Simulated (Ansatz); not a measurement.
# Cu2O (Cuprite): the cost of one run

Program: Ansatz 0.2.0. Level of theory: DFT r²SCAN, scalar-relativistic, plane waves, PAW. These are calculated values, not measurements.

The COD entry's cell or inner coordinates are ideal or old and differ from later refinements, so a difference from it is no clean test against experiment.

**1. Starting point**

The structure is cubic, space group Pn-3m (No. 224). Conventional cell: a = 4.246 Å, b = 4.246 Å, c = 4.246 Å, α = 90.00°, β = 90.00°, γ = 90.00°. Cu (site symmetry -3m) has 2 O at 1.84 Å as nearest neighbours. O (site symmetry -43m) is surrounded by 4 Cu at 1.84 Å.

As a file:

```xyz
6
Lattice="4.2457 0.0000 0.0000 0.0000 4.2457 0.0000 0.0000 0.0000 4.2457" Properties=species:S:1:pos:R:3 pbc="T T T"
Cu    1.0614    1.0614    1.0614
Cu    1.0614    3.1843    3.1843
Cu    3.1843    3.1843    1.0614
Cu    3.1843    1.0614    3.1843
O     0.0000    0.0000    0.0000
O     2.1228    2.1228    2.1228
```

An earlier run at r²SCAN left this cell at 12.755 Å³/atom and 0.00 GPa (8×8×8 mesh).

**2. Antiferromagnetic, in the cell as typed**

Input file input.yaml:

```yaml
crystal:
  lattice:
    - [4.2456701387, 0.0, 0.0]
    - [0.0, 4.2456701387, 0.0]
    - [0.0, 0.0, 4.2456701387]
  atoms:
    - { symbol: Cu, position: [0.25, 0.25, 0.25], spin: 1.0 }
    - { symbol: Cu, position: [0.25, 0.75, 0.75], spin: 1.0 }
    - { symbol: Cu, position: [0.75, 0.75, 0.25], spin: -1.0 }
    - { symbol: Cu, position: [0.75, 0.25, 0.75], spin: -1.0 }
    - { symbol: O, position: [0.0, 0.0, 0.0] }
    - { symbol: O, position: [0.5, 0.5, 0.5] }
basis:
  ecutwfc: 500
  ecutrho_ratio: 4
kpoints:
  mp_grid: { grid: [8, 8, 8] }
hamiltonian:
  xc: r2scan
scf:
  occupations: { method: gaussian, width: 0.05 }
  lower_state_search: "off"
output:
  forces: true
  stress: true
  eigenvalues: true
  populations: true
magnetization:
  spin_polarized: true
```

Launch:

```bash
ansatz run input.yaml --threads 4 --pin off --max-ram 10240MiB --backend cpu --events-out ev --progress --plain --runs-dir out
```

What time and memory should one allow on 4 threads of Arm Neoverse V2, shared host?

About 47 s, with a peak of 1.1 GiB.
